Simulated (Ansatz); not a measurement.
The reference is AgCl in the rock salt structure (space group Fm-3m, No. 225; a = 5.6115 Å). Axes: x, y, z lie along the cube axes.

Method: PBE/PAW in Ansatz (a first-principles code), no spin-orbit coupling.

It is then changed as follows: every lattice vector is stretched by 0.50 %, atoms relaxed at fixed cell.

Q: Predict the stress tensor and what it implies for the stiffness.

A: Stress of the strained cell less that of the base (GPa, compression positive):
```
  -0.60    0.00    0.00
   0.00   -0.60    0.00
   0.00    0.00   -0.60
```

Then B = −ΔP/(ΔV/V₀) with ΔV/V₀ = 0.0151 gives secant stiffness values (nonlinear terms included at this strain): B ≈ 40 GPa.

Stability against distortions was not tested.
